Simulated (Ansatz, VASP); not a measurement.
Two plane-wave programs on ZnS

```xyz
2
Lattice="0.0000 2.7750 2.7750 2.7750 0.0000 2.7750 2.7750 2.7750 0.0000" Properties=species:S:1:pos:R:3 pbc="T T T"
Zn    1.3875    1.3875    1.3875
S     0.0000    0.0000    0.0000
```

Alike in both runs: task single point; functional PBE; k mesh 8 × 8 × 8; occupations gaussian, width 0.02 eV; no spin polarisation.

```csv
,VASP,Ansatz
version,VASP 6.6.1,Ansatz 0.2.0
potentials or method,"VASP PAW PBE potentials, release 64 (Zn, S)","scalar-relativistic, plane waves, PAW"
plane-wave cutoff (eV),520,420
valence electrons in the cell,18,18
```

```csv
,VASP,Ansatz,Ansatz less VASP
gap on the k mesh at the Fermi level (eV),1.77,1.77,-0.001
least direct gap on the mesh (eV),1.77,1.77,-0.001
pressure (GPa),-3.4,-3.5,-0.11
```

A hybrid or GW would open this gap; PBE tends to underestimate it.
